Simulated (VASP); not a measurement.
# FeS2 (Pa-3) in VASP: further runs

One crystal, FeS2, is run at these levels: PBE; tasks: relaxation of cell and atoms, single point.

All numbers are computed with VASP 6.6.1; they aren't measurements. Logs are shortened: lines on timing, memory, paths and dates and some standing lists are left out, and cuts for length are marked.

**The experiment to reproduce.**

From “Synthetic control over polymorph formation in the d-band semiconductor system FeS2”, 2021, pmc:8549780, for a bulk crystal of FeS2: band gap 0.87 eV.

How close the calculation comes is told below.

**1. Starting point**

It takes space group Pa-3 (No. 205, cubic). The conventional cell has a = 5.418 Å, b = 5.418 Å, c = 5.418 Å, α = 90.00°, β = 90.00°, γ = 90.00°. Around Fe (site symmetry -3) lie 6 S at 2.26 Å. S (site symmetry 3) is surrounded by 1 S at 2.16 Å and 3 Fe at 2.26 Å.

**2. Relaxation of cell and atoms, PBE**

The input, INCAR:

```
SYSTEM = FeS2
ALGO = Normal
EDIFF = 1E-6
EDIFFG = -0.005
ENCUT = 420
GGA = PE
IBRION = 2
ISIF = 3
ISMEAR = 0
LASPH = .True.
LCHARG = .False.
LREAL = .False.
LWAVE = .False.
NELM = 150
NSW = 40
PREC = Accurate
SIGMA = 0.02
```

The input, KPOINTS:

```
k-points
0
Gamma
  6 6 6
  0 0 0
```

The input, POSCAR:

```
FeS2
1.0
    5.4178000000      0.0000000000      0.0000000000
    0.0000000000      5.4178000000      0.0000000000
    0.0000000000      0.0000000000      5.4178000000
Fe S
4 8
Direct
    0.0000000000      0.0000000000      0.0000000000
    0.5000000000      0.0000000000      0.5000000000
    0.5000000000      0.5000000000      0.0000000000
    0.0000000000      0.5000000000      0.5000000000
    0.3848200000      0.3848200000      0.3848200000
    0.1151800000      0.6151800000      0.8848200000
    0.8848200000      0.1151800000      0.6151800000
    0.6151800000      0.8848200000      0.1151800000
    0.6151800000      0.6151800000      0.6151800000
    0.8848200000      0.3848200000      0.1151800000
    0.1151800000      0.8848200000      0.3848200000
    0.3848200000      0.1151800000      0.8848200000
```

Potentials or basis: VASP PAW PBE potentials, release 64 (Fe, S).

Started as:

```sh
> cat potpaw_PBE.64/Fe/POTCAR potpaw_PBE.64/S/POTCAR > POTCAR
> mpirun -np 1 vasp_std > vasp.out
```

OUTCAR:

```text
SYSTEM = FeS2
   EDIFF = 1E-6
   EDIFFG = -0.005
   ENCUT = 420
   GGA = PE
   IBRION = 2
   ISIF = 3
   ISMEAR = 0
   LASPH = .True.
   LREAL = .False.
   NELM = 150
   NSW = 40
   PREC = Accurate

 ion  position               nearest neighbor table
   1  0.000  0.000  0.000-   6 2.26   7 2.26   8 2.26  10 2.26  11 2.26  12 2.26
   2  0.500  0.000  0.500-   5 2.26   7 2.26   8 2.26   9 2.26  11 2.26  12 2.26
   3  0.500  0.500  0.000-   5 2.26   6 2.26   8 2.26   9 2.26  10 2.26  12 2.26
   4  0.000  0.500  0.500-   5 2.26   6 2.26   7 2.26   9 2.26  10 2.26  11 2.26
   5  0.385  0.385  0.385-   9 2.16   3 2.26   4 2.26   2 2.26
   6  0.115  0.615  0.885-  10 2.16   3 2.26   4 2.26   1 2.26
   7  0.885  0.115  0.615-  11 2.16   2 2.26   4 2.26   1 2.26
   8  0.615  0.885  0.115-  12 2.16   2 2.26   3 2.26   1 2.26
   9  0.615  0.615  0.615-   5 2.16   3 2.26   4 2.26   2 2.26
  10  0.885  0.385  0.115-   6 2.16   3 2.26   4 2.26   1 2.26
  11  0.115  0.885  0.385-   7 2.16   2 2.26   4 2.26   1 2.26
  12  0.385  0.115  0.885-   8 2.16   2 2.26   3 2.26   1 2.26

  LATTYP: Found a simple cubic cell.
 ALAT       =     5.4178000000

  Lattice vectors:

 A1 = (   5.4178000000,   0.0000000000,   0.0000000000)
 A2 = (   0.0000000000,   5.4178000000,   0.0000000000)
 A3 = (   0.0000000000,   0.0000000000,   5.4178000000)

Analysis of symmetry for initial positions (statically):
=====================================================================
 Subroutine PRICEL returns:
 Original cell was already a primitive cell.

 Routine SETGRP: Setting up the symmetry group for a
 simple cubic supercell.

 Subroutine GETGRP returns: Found 24 space group operations
 (whereof  6 operations were pure point group operations)
 out of a pool of 48 trial point group operations.

The static configuration has the point symmetry S_6 .
 The point group associated with its full space group is T_h .

Analysis of symmetry for dynamics (positions and initial velocities):
=====================================================================
 Subroutine PRICEL returns:
 Original cell was already a primitive cell.

 Routine SETGRP: Setting up the symmetry group for a
 simple cubic supercell.

 Subroutine GETGRP returns: Found 24 space group operations
 (whereof  6 operations were pure point group operations)
 out of a pool of 48 trial point group operations.

The dynamic configuration has the point symmetry S_6 .
 The point group associated with its full space group is T_h .

 Subroutine INISYM returns: Found 24 space group operations
 (whereof  6 operations are pure point group operations),
 and found     1 'primitive' translations

----------------------------------------------------------------------------------------

                                     Primitive cell

  volume of cell :     159.0263

  direct lattice vectors                    reciprocal lattice vectors
     5.417800000  0.000000000  0.000000000     0.184576765  0.000000000  0.000000000
     0.000000000  5.417800000  0.000000000     0.000000000  0.184576765  0.000000000
     0.000000000  0.000000000  5.417800000     0.000000000  0.000000000  0.184576765

  length of vectors
     5.417800000  5.417800000  5.417800000     0.184576765  0.184576765  0.184576765

  position of ions in fractional coordinates (direct lattice)
     0.000000000  0.000000000  0.000000000
     0.500000000  0.000000000  0.500000000
     0.500000000  0.500000000  0.000000000
     0.000000000  0.500000000  0.500000000
     0.384820000  0.384820000  0.384820000
     0.115180000  0.615180000  0.884820000
     0.884820000  0.115180000  0.615180000
     0.615180000  0.884820000  0.115180000
     0.615180000  0.615180000  0.615180000
     0.884820000  0.384820000  0.115180000
     0.115180000  0.884820000  0.384820000
     0.384820000  0.115180000  0.884820000

  ion indices of the primitive-cell ions
   primitive index   ion index
                 1           1
                 2           2
                 3           3
                 4           4
                 5           5
                 6           6
                 7           7
                 8           8
                 9           9
                10          10
                11          11
                12          12

----------------------------------------------------------------------------------------

 KPOINTS: k-points

Automatic generation of k-mesh.
 Grid dimensions read from file:
 generate k-points for:    6    6    6

 Generating k-lattice:

  Cartesian coordinates                     Fractional coordinates (reciprocal lattice)
     0.030762794  0.000000000  0.000000000     0.166666667  0.000000000  0.000000000
     0.000000000  0.030762794  0.000000000     0.000000000  0.166666667  0.000000000
     0.000000000  0.000000000  0.030762794     0.000000000  0.000000000  0.166666667

  Length of vectors
     0.030762794  0.030762794  0.030762794

  Shift w.r.t. Gamma in fractional coordinates (k-lattice)
     0.000000000  0.000000000  0.000000000

 Subroutine IBZKPT returns following result:
 ===========================================

 Found     24 irreducible k-points:

 Following reciprocal coordinates:
            Coordinates               Weight
  0.000000  0.000000  0.000000      1.000000
  0.166667  0.000000  0.000000      6.000000
  0.333333  0.000000  0.000000      6.000000
  0.500000  0.000000  0.000000      3.000000
  0.166667  0.166667  0.000000     12.000000
  0.333333  0.166667  0.000000     12.000000
[... 16 lines left out ...]
  0.500000  0.500000  0.333333      6.000000
  0.500000  0.500000  0.500000      1.000000
   k-points           NKPTS =     24   k-points in BZ     NKDIM =     24   number of bands    NBANDS=     48
   number of dos      NEDOS =    301   number of ions     NIONS =     12
   total plane-waves  NPLWV =  46656
   dimension x,y,z NGX =    36 NGY =   36 NGZ =   36
   dimension x,y,z NGXF=    72 NGYF=   72 NGZF=   72
   ions per type =               4   8
   NGX,Y,Z   is equivalent  to a cutoff of  11.05, 11.05, 11.05 a.u.
   NGXF,Y,Z  is equivalent  to a cutoff of  22.09, 22.09, 22.09 a.u.
 SYSTEM =  FeS2
   PREC   = accura    normal or accurate (medium, high low for compatibility)
   ISTART =      0    job   : 0-new  1-cont  2-samecut
   ICHARG =      2    charge: 1-file 2-atom 10-const
   ISPIN  =      1    spin polarized calculation?
   LNONCOLLINEAR =      F non collinear calculations
   LSORBIT =      F    spin-orbit coupling
   LASPH  =      T    aspherical Exc in radial PAW
   ENCUT  =  420.0 eV  30.87 Ry    5.56 a.u.   9.05  9.05  9.05*2*pi/ulx,y,z
   NELM   =    150;   NELMIN=  2; NELMDL= -5     # of ELM steps
   EDIFF  = 0.1E-05   stopping-criterion for ELM
   LREAL  =      F    real-space projection
   EDIFFG = -.5E-02   stopping-criterion for IOM
   NSW    =     40    number of steps for IOM
   IBRION =      2    ionic relax: 0-MD 1-quasi-New 2-CG
   NFREE  =      1    steps in history (QN), initial steepest desc. (CG)
   ISIF   =      3    stress and relaxation
   ISYM   =      2    0-nonsym 1-usesym 2-fastsym
   POTIM  = 0.5000    time-step for ionic-motion
   TEBEG  =    0.0;   TEEND  =   0.0 temperature during run
   PSTRESS=    0.0 pullay stress
   NELECT =      80.0000    total number of electrons
   NUPDOWN=      -1.0000    fix difference up-down
   EMIN   =  10.00;   EMAX   =-10.00  energy-range for DOS
   EFERMI =   0.00;   METHOD = LEGACY
   ISMEAR =     0;   SIGMA  =   0.02  broadening in eV -4-tet -1-fermi 0-gaus
   EFERMI_NEDOS =   21; number of points for ismear=-14 and -15
   IALGO  =     38    algorithm
   IMIX   =      4    mixing-type and parameters
     AMIX     =   0.40;   BMIX     =  1.00
     AMIX_MAG =   1.60;   BMIX_MAG =  1.00
  volume/ion in A,a.u.               =      13.25        89.43
  Fermi-wavevector in a.u.,A,eV,Ry     =   1.302013  2.460447 23.065097  1.695237
  Thomas-Fermi vector in A             =   2.433109
   LORBIT       =      0    0 simple, 1 ext, 2 COOP (PROOUT), +10 PAW based schemes
   GGA     = PE    functional components
   LHFCALC =     F    Hartree Fock is set to
   AEXX    =    0.0000 exact exchange contribution
   IVDW    =     0    specifies the selected vdW correction
   LEPSILON=     F    determine dielectric tensor
   LRPA    =     F    only Hartree local field effects (RPA)
 conjugate gradient relaxation of ions
 non-spin polarized calculation
 Gauss-broadening in eV      SIGMA  =   0.02
  energy-cutoff  :      420.00
  volume of cell :      159.03
 maximum number of plane-waves:      3136
   NGX = 19   NGY = 19   NGZ = 19

--------------------------------------- Ionic step        1  -------------------------------------------

 number of electron      80.0000029 magnetization

 Free energy of the ion-electron system (eV)
  ---------------------------------------------------
  ext. energy  EPLUGINS =         0.00000000
  ---------------------------------------------------
  free energy    TOTEN  =       -72.09695524 eV

  energy without entropy =      -72.09695524  energy(sigma->0) =      -72.09695524

------------------------ aborting loop because EDIFF is reached ----------------------------------------

  FORCE on cell =-STRESS in cart. coord.  units (eV):
  Direction    XX          YY          ZZ          XY          YZ          ZX
  --------------------------------------------------------------------------------------
  -------------------------------------------------------------------------------------
  Total       -0.9687391     -0.9687391     -0.9687391      0.0000000      0.0000000     -0.0000000
  in kB       -9.7599702     -9.7599702     -9.7599702      0.0000000      0.0000000     -0.0000000
  external PRESSURE =      -9.7599702 kB  Pullay stress =       0.0000000 kB
[... 169 lines left out ...]
  energy  without entropy=      -72.1147699823  energy(sigma->0) =      -72.11476998

--------------------------------------- Ionic step        5  -------------------------------------------

 number of electron      80.0000011 magnetization

 Free energy of the ion-electron system (eV)
  ---------------------------------------------------
  ext. energy  EPLUGINS =         0.00000000
  ---------------------------------------------------
  free energy    TOTEN  =       -72.11505897 eV

  energy without entropy =      -72.11505897  energy(sigma->0) =      -72.11505897

 E-fermi :   7.9893     XC(G=0): -11.9308

 val. band max:        7.9026415750   @ k =   0.1667   0.1667   0.1667
 cond. band min:       8.3718110041   @ k =   0.0000   0.0000   0.0000
 fundamental gap:      0.4691694291
 Fermi energy:         7.9893398285

 k-point     1 :       0.0000    0.0000    0.0000
  band No.  band energies     occupation
      1      -8.8984      2.00000
      2      -6.6897      2.00000
      3      -6.6897      2.00000
      4      -6.6897      2.00000
      5      -4.4409      2.00000
      6      -4.4409      2.00000
[... 1252 lines left out ...]
  FREE ENERGIE OF THE ION-ELECTRON SYSTEM (eV)
  ---------------------------------------------------
  free  energy   TOTEN  =       -72.1150589703 eV

  energy  without entropy=      -72.1150589703  energy(sigma->0) =      -72.11505897

 reached required accuracy - stopping structural energy minimisation
```

It took 6.2 min on 1 thread of Intel Xeon Platinum 8259CL at 2.50GHz (Skylake/Cascade Lake), shared host; peak memory 0.26 GiB.

What came out:

* Free energy: -72.1151 eV
* Relaxed volume: 13.15 Å³/atom
* Relaxed cell: a = 5.404 Å, b = 5.404 Å, c = 5.404 Å, α = 90.00°, β = 90.00°, γ = 90.00°
* Space group after relaxing (to 0.05 Å): Pa-3 (No. 205)
* Energy gained by relaxing: 1.5 meV/atom
* Ionic steps: 5
* Pressure after relaxing: 0.0 GPa
* Band gap on the k mesh: 0.47 eV, indirect (least direct gap 0.51 eV)

Forces on the atoms (eV/Å):
```
Fe   0.000  0.000  0.000
Fe   0.000  0.000  0.000
Fe   0.000  0.000  0.000
Fe   0.000  0.000  0.000
S   -0.001 -0.001 -0.001
S    0.001  0.001 -0.001
S   -0.001  0.001  0.001
S    0.001 -0.001  0.001
S    0.001  0.001  0.001
S   -0.001 -0.001  0.001
S    0.001 -0.001 -0.001
S   -0.001  0.001 -0.001
```

Step by step:
| step | energy change (eV) | largest force (eV/Å) | pressure (GPa) | volume (Å³) |
| --- | --- | --- | --- | --- |
| 1 | 0.0000 | 0.2350 | -0.98 | 159.03 |
| 2 | -0.0158 | 0.0684 | 0.68 | 157.18 |
| 3 | -0.0158 | 0.0752 | 0.60 | 157.26 |
| 4 | -0.0178 | 0.0237 | -0.22 | 158.01 |
| 5 | -0.0181 | 0.0022 | -0.03 | 157.81 |

Final structure:
```
CELL_PARAMETERS angstrom
5.40395 0.00000 0.00000
0.00000 5.40395 0.00000
0.00000 0.00000 5.40395
ATOMIC_POSITIONS crystal
Fe 0.00000 0.00000 0.00000
Fe 0.50000 0.00000 0.50000
Fe 0.50000 0.50000 0.00000
Fe 0.00000 0.50000 0.50000
S 0.38321 0.38321 0.38321
S 0.11679 0.61679 0.88321
S 0.88321 0.11679 0.61679
S 0.61679 0.88321 0.11679
S 0.61679 0.61679 0.61679
S 0.88321 0.38321 0.11679
S 0.11679 0.88321 0.38321
S 0.38321 0.11679 0.88321
```

Levels at points of the mesh, in eV from the valence-band top:
```tsv
k point	band 36	band 37	band 38	band 39	band 40	band 41	band 42	band 43	band 44	band 45
(0.00, 0.00, 0.00)	-0.33	-0.28	-0.28	-0.28	-0.04	0.47	1.54	1.54	1.54	3.08
(0.50, 0.00, 0.00)	-0.37	-0.13	-0.13	0.00	0.00	1.57	1.57	1.69	1.69	2.40
(0.50, 0.50, 0.00)	-0.39	-0.13	-0.13	-0.13	-0.13	1.84	1.84	1.84	1.84	1.95
(0.50, 0.50, 0.50)	-1.02	-0.35	-0.35	-0.35	-0.35	1.47	1.47	1.47	1.47	2.52
```

A k mesh can miss the band edges. Spin polarisation is off, so any magnetic state and its effect on volume and gap are missing.

**3. Single point, PBE**

The input, INCAR:

```
SYSTEM = FeS2
PREC = Accurate
ENCUT = 420
EDIFF = 1E-6
ISMEAR = 0
SIGMA = 0.02
LREAL = .False.
LASPH = .True.
NELM = 150
ALGO = Normal
ISIF = 2
LWAVE = .False.
LCHARG = .True.
GGA = PE
LELF = .True.
LVHAR = .True.
NBANDS = 52
```

The input, KPOINTS:

```
regular mesh
0
Gamma
  6 6 6
  0 0 0
```

POSCAR is that of step 2.

Potentials or basis: VASP PAW PBE potentials, release 64 (Fe, S).

Started as:

```sh
> cat potpaw_PBE.64/Fe/POTCAR potpaw_PBE.64/S/POTCAR > POTCAR
> mpirun -np 1 vasp_std > vasp.out
```

Run time: 61 s. Hardware: 1 thread of Intel Xeon 6975P-C (Granite Rapids), shared host; peak memory 0.26 GiB.

Results (log left out):

```yaml
Free_energy: -72.0970 eV
Pressure: -1.0 GPa
Largest_force: 0.235 eV/Å
Band_gap_on_the_k_mesh: 0.62 eV, indirect (least direct gap 0.66 eV)
```

Forces in eV/Å, atoms in the order of the input:
```
Fe   0.000  0.000  0.000
Fe   0.000  0.000  0.000
Fe   0.000  0.000  0.000
Fe   0.000  0.000  0.000
S   -0.136 -0.136 -0.136
S    0.136  0.136 -0.136
S   -0.136  0.136  0.136
S    0.136 -0.136  0.136
S    0.136  0.136  0.136
S   -0.136 -0.136  0.136
S    0.136 -0.136 -0.136
S   -0.136  0.136 -0.136
```

Levels at points of the mesh, in eV from the valence-band top:
| k point | band 37 | band 38 | band 39 | band 40 | band 41 | band 42 | band 43 | band 44 |
| --- | --- | --- | --- | --- | --- | --- | --- | --- |
| (0.00, 0.00, 0.00) | -0.30 | -0.30 | -0.30 | -0.04 | 0.62 | 1.53 | 1.53 | 1.53 |
| (0.50, 0.00, 0.00) | -0.14 | -0.14 | -0.01 | -0.01 | 1.55 | 1.55 | 1.72 | 1.72 |
| (0.50, 0.50, 0.00) | -0.12 | -0.12 | -0.12 | -0.12 | 1.85 | 1.85 | 1.85 | 1.85 |
| (0.50, 0.50, 0.50) | -0.34 | -0.34 | -0.34 | -0.34 | 1.43 | 1.43 | 1.43 | 1.43 |

**4. Comparison with measurements**

Step 3. Measured gap of FeS2: 0.87 eV (“Synthetic control over polymorph formation in the d-band semiconductor system FeS2”, 2021, pmc:8549780). This calculation gives 0.62 eV (-0.25 eV). The value is that of PBE on a finite k mesh, which can miss the band edges, without temperature or zero-point motion. Semilocal functionals fall short of measured gaps as a rule.
